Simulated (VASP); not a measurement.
Input of a VASP 6.6.1 run:

File POSCAR:

```
Cu
1.0
    0.0000000000      1.8150000000      1.8150000000
    1.8150000000      0.0000000000      1.8150000000
    1.8150000000      1.8150000000      0.0000000000
Cu
1
Direct
    0.0000000000      0.0000000000      0.0000000000
```

INCAR.step1

```
ALGO = Normal
EDIFF = 1E-8
EDIFFG = -0.002
ENCUT = 600
GGA = PE
IBRION = 2
ISIF = 3
ISMEAR = 1
KPAR = 2
LASPH = True
LCHARG = False
LREAL = False
LWAVE = False
NELM = 80
NSW = 40
PREC = Accurate
SIGMA = 0.15
```

File INCAR.step2:

```
ALGO = Normal
EDIFF = 1E-8
ENCUT = 600
GGA = PE
IBRION = 6
ISIF = 3
ISMEAR = 1
KPAR = 2
LASPH = True
LCHARG = False
LREAL = False
LWAVE = False
NELM = 80
NFREE = 2
NSW = 1
POTIM = 0.015
PREC = Accurate
SIGMA = 0.15
```

Contents of KPOINTS:

```
k-points
0
Gamma
  28 28 28
```

Potentials or basis: VASP PAW PBE potentials, release 64 (Cu).

Run with:

```bash
$ cat potpaw_PBE.64/Cu/POTCAR > POTCAR
$ cp INCAR.step1 INCAR
$ mpirun -np 2 vasp_std > vasp.out
$ cp CONTCAR POSCAR
$ cp INCAR.step2 INCAR
$ mpirun -np 2 vasp_std > vasp.out
```

Question: Estimate the elastic constants C11, C12, C44.

Answer: 179, 117, 84 GPa.

Question: What does it give for the Voigt bulk modulus?

Answer: 138 GPa.

Question: What does it give for the relaxed volume?

Answer: 12.00 Å³/atom.

Question: What does it give for the relaxed cell?

Answer: a = 2.570 Å, b = 2.570 Å, c = 2.570 Å, α = 60.00°, β = 60.00°, γ = 60.00°.

Question: Estimate the space group after relaxing (to 0.05 Å).

Answer: Fm-3m (No. 225).

Elastic tensor in Voigt notation (GPa, in the Cartesian axes of the cell as first typed):
```
179 117 117   0   0   0
117 179 117   0   0   0
117 117 179   0   0   0
  0   0   0  84   0   0
  0   0   0   0  84   0
  0   0   0   0   0  84
```
